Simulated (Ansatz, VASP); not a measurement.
SrTiO3 in VASP and in Ansatz

```
CELL_PARAMETERS angstrom
3.93640 0.00000 0.00000
0.00000 3.93640 0.00000
0.00000 0.00000 3.93640
ATOMIC_POSITIONS crystal
Sr 0.00000 0.00000 0.00000
Ti 0.50000 0.50000 0.50000
O 0.00000 0.50000 0.50000
O 0.50000 0.00000 0.50000
O 0.50000 0.50000 0.00000
```

Alike in both runs: task single point; functional PBE; k mesh 8 × 8 × 8; occupations gaussian, width 0.05 eV; no spin polarisation.

|  | VASP | Ansatz |
| --- | --- | --- |
| version | VASP 6.6.1 | Ansatz 0.2.0 |
| potentials or method | VASP PAW PBE potentials, release 64 (Sr_sv, Ti_sv, O) | scalar-relativistic, plane waves, PAW |
| plane-wave cutoff (eV) | 520 | 420 |
| valence electrons in the cell | 40 | 40 |

```csv
,VASP,Ansatz,Ansatz less VASP
gap on the k mesh at the Fermi level (eV),1.81,1.84,+0.031
least direct gap on the mesh (eV),2.18,2.20,+0.021
pressure (GPa),0.6,0.0,-0.61
```

A k mesh can miss the band edges.
